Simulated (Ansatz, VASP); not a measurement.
Two plane-wave programs on Cr

INCAR

```
ALGO = Fast
EDIFF = 1E-6
EDIFFG = -0.005
ENCUT = 600
GGA = PS
IBRION = 2
ISIF = 3
ISMEAR = 0
LASPH = True
LCHARG = False
LREAL = False
LWAVE = False
NELM = 80
NSW = 100
PREC = Accurate
SIGMA = 0.1
```

KPOINTS

```
k-points
0
Gamma
  20 20 20
```

POSCAR

```
Cr
1.0
   -1.4076736667      1.4076736667      1.4076736667
    1.4076736667     -1.4076736667      1.4076736667
    1.4076736667      1.4076736667     -1.4076736667
Cr
1
Direct
    0.0000000000      0.0000000000      0.0000000000
```

Input for Ansatz:

```yaml
crystal:
  lattice:
    - [-1.4076736667, 1.4076736667, 1.4076736667]
    - [1.4076736667, -1.4076736667, 1.4076736667]
    - [1.4076736667, 1.4076736667, -1.4076736667]
  atoms:
    - { symbol: Cr, position: [0.0, 0.0, 0.0] }
basis:
  ecutwfc: 420
kpoints:
  mp_grid: { grid: [20, 20, 20] }
hamiltonian:
  xc: pbesol
scf:
  occupations: { method: gaussian, width: 0.1 }
output:
  forces: true
  stress: true
  eigenvalues: true
relax:
  adjacent_minimum: "off"
  f_tol: 0.005
  max_steps: 80
  cell: { stress_tol: 0.05 }
```

Alike in both runs: task relaxation of cell and atoms; functional PBEsol; k mesh 20 × 20 × 20; occupations gaussian, width 0.1 eV; no spin polarisation.

|  | VASP | Ansatz |
| --- | --- | --- |
| version | VASP 6.6.1 | Ansatz 0.2.0 |
| potentials or method | VASP PAW PBE potentials, release 64 (Cr_pv) | scalar-relativistic, plane waves, PAW |
| plane-wave cutoff (eV) | 600 | 420 |
| valence electrons in the cell | 12 | 14 |

Ansatz gave:

- gap on the k mesh at the Fermi level, each at its own relaxed structure (eV): none
- relaxed volume (Å³/atom): 11.14
- relaxed cell length with the largest relative difference (Å): 2.437

Q: What did VASP give for the same quantities?

A: gap on the k mesh at the Fermi level, each at its own relaxed structure (eV): none; relaxed volume (Å³/atom): 11.12; relaxed cell length with the largest relative difference (Å): 2.435.

A gap of «none» marks a metal or a gap that the smearing closes. The two sets of potentials don't hold the same shells in valence.

Caveats: the PAW data sets were made with another functional, which shifts forces and pressure a little (VASP); the run has no spin polarisation, though such a crystal can be magnetic. Spin polarisation is off, so any magnetic state and its effect on volume and gap are missing.
